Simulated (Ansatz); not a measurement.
# GaS: the cost of one run

Program: Ansatz 0.2.0. Level of theory: DFT, PBEsol, plane-wave PAW, default files, scalar-relativistic. These are calculated values, not measurements.

### 1 Starting point

Symmetry: P6_3/mmc, No. 194, hexagonal system. The conventional cell has a = 3.585 Å, b = 3.585 Å, c = 15.500 Å, α = 90.00°, β = 90.00°, γ = 120.00°. Around Ga (site symmetry 3m) lie 3 S at 2.34 Å and 1 Ga at 2.48 Å. Around S (site symmetry 3m) lie 3 Ga at 2.34 Å.

As a file:

```cif
data_structure
_symmetry_space_group_name_H-M 'P 1'
_symmetry_Int_Tables_number 1
_cell_length_a 3.5850
_cell_length_b 3.5850
_cell_length_c 15.5000
_cell_angle_alpha 90.000
_cell_angle_beta 90.000
_cell_angle_gamma 120.000
_cell_volume 172.52
loop_
_atom_site_label
_atom_site_type_symbol
_atom_site_fract_x
_atom_site_fract_y
_atom_site_fract_z
_atom_site_occupancy
Ga1 Ga 0.33333 0.66667 0.17000 1
Ga2 Ga 0.66667 0.33333 0.67000 1
Ga3 Ga 0.33333 0.66667 0.33000 1
Ga4 Ga 0.66667 0.33333 0.83000 1
S1 S 0.33333 0.66667 0.60000 1
S2 S 0.66667 0.33333 0.10000 1
S3 S 0.33333 0.66667 0.90000 1
S4 S 0.66667 0.33333 0.40000 1
```

The earlier run gave: gap on the mesh 1.58 eV, largest force 0.239 eV/Å, pressure 2.2 GPa.

Like atoms gathered into sites:

| site | atoms | first shell | V_zz (10²¹ V/m²) | η | C_Q (MHz) |
| --- | --- | --- | --- | --- | --- |
| Ga | 1, 2, 3, 4 | 3 S at 2.34 Å | -7.39 | 0.00 | -19.1 (⁷¹Ga) |
| S | 5, 6, 7, 8 | 3 Ga at 2.34 Å | -5.62 | 0.00 | 9.43 (³³S) |

C_Q = eQV_zz/h, which is 24.18 MHz for Q = 1 b and V_zz = 10²¹ V/m²; η = (V_xx − V_yy)/V_zz. Quadrupole moments are those of Pyykkö's year-2017 table.

### 2 Functional PBEsol at the relaxed positions

input.yaml reads:

```yaml
crystal:
  lattice:
    - [3.585, 0.0, 0.0]
    - [-1.7925, 3.1047010726, 0.0]
    - [0.0, 0.0, 15.5]
  atoms:
    - { symbol: Ga, position: [0.3333333333, 0.6666666667, 0.1710183689] }
    - { symbol: Ga, position: [0.6666666667, 0.3333333333, 0.6710183689] }
    - { symbol: Ga, position: [0.3333333333, 0.6666666667, 0.3289816311] }
    - { symbol: Ga, position: [0.6666666667, 0.3333333333, 0.8289816311] }
    - { symbol: S, position: [0.3333333333, 0.6666666667, 0.6008025009] }
    - { symbol: S, position: [0.6666666667, 0.3333333333, 0.1008025009] }
    - { symbol: S, position: [0.3333333333, 0.6666666667, 0.8991974991] }
    - { symbol: S, position: [0.6666666667, 0.3333333333, 0.3991974991] }
kpoints:
  mp_grid: { grid: [14, 14, 3] }
scf:
  occupations: { method: fermi_dirac, width: 0.02 }
hamiltonian:
  xc: pbesol
  pseudopotentials: { kind: paw }
output:
  forces: true
  stress: true
  populations: true
  efg:
    quadrupole_moments_barn: { Ga: 0.107, S: -0.0694 }
    contact_densities: true
  write_density: true
  write_potential: true
  elf: true
  volumetric_format: npy
```

Command:

```sh
> ansatz run input.yaml --threads 1 --pin off --max-ram 3072MiB --backend cpu --events-out ev --progress --plain --runs-dir out
```

Q: Estimate wall time and peak memory on 1 thread of Intel Xeon 6975P-C (Granite Rapids), shared host.

About 17 s, with a peak of 0.64 GiB.
